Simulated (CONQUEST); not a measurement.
**C in CONQUEST: convergence with smearing width**

Input of the first run (smearing width 0.4 eV); the others differ in this setting and in those tied to it:

Contents of Conquest_input:

```
IO.Title C
IO.Coordinates coords.dat
IO.FractionalAtomicCoords T
IO.Iprint 2
IO.Iprint_init 1
General.NumberOfSpecies 1
General.PseudopotentialType hamann
AtomMove.TypeOfRun static
AtomMove.FullStress T
Grid.GridCutoff 120
DM.SolutionMethod diagon
Diag.MPMesh T
Diag.GammaCentred T
Diag.MPMeshX 9
Diag.MPMeshY 9
Diag.MPMeshZ 6
Diag.kT 0.01469973
minE.SCTolerance 1e-6
Diag.SmearingType 1
Diag.MPOrder 1
SC.MaxIters 100
IO.AtomChargeOutput T
%block ChemicalSpeciesLabel
1 12.010 C
%endblock
```

coords.dat

```
    4.7660140857     0.0000000000     0.0000000000
    0.0000000000     4.7660140857     0.0000000000
    0.0000000000     0.0000000000     6.7401617577
4
  0.4869090000   0.9938910000   0.7539040000 1 T T T
  0.9869090000   0.4938910000   0.2539040000 1 T T T
  0.4936560000   0.4957810000   0.0106210000 1 T T T
  0.9936560000   0.9957810000   0.5106210000 1 T T T
```

Potentials or basis: PseudoDojo NC PBE, SZP, grid cutoff 120 Ha.

Run with:

```console
$ OMP_NUM_THREADS=1 Conquest
```

The cell isn't the ideal one: atoms moved at random.

This isn't the form of C at room conditions, which is graphite.

Hardware: 1 thread of Intel(R) Xeon(R) Platinum 8488C (Sapphire Rapids), on a shared host.

```
smearing width  energy less the tightest run (meV/atom)  SCF cycles  CPU time (s)  peak memory (GiB)
        0.4 eV                                     0.04           5            29               0.27
        0.3 eV                                     0.03           5            29               0.27
        0.2 eV                                     0.01           5            30               0.28
        0.1 eV                                     0.01           5            30               0.28
       0.05 eV                                     0.00           5            30               0.28
      0.025 eV                                     0.00           5            31               0.27
       0.01 eV                                     0.00           5            31               0.28
      0.005 eV                                     0.00           5            32               0.28
```

Against the tightest run, the energy stays within 1 meV/atom from 0.4 eV on. The tightest run that finished is the yardstick and may itself not be fully converged.

Caveat, for the tightest run too: the atomic basis is small.
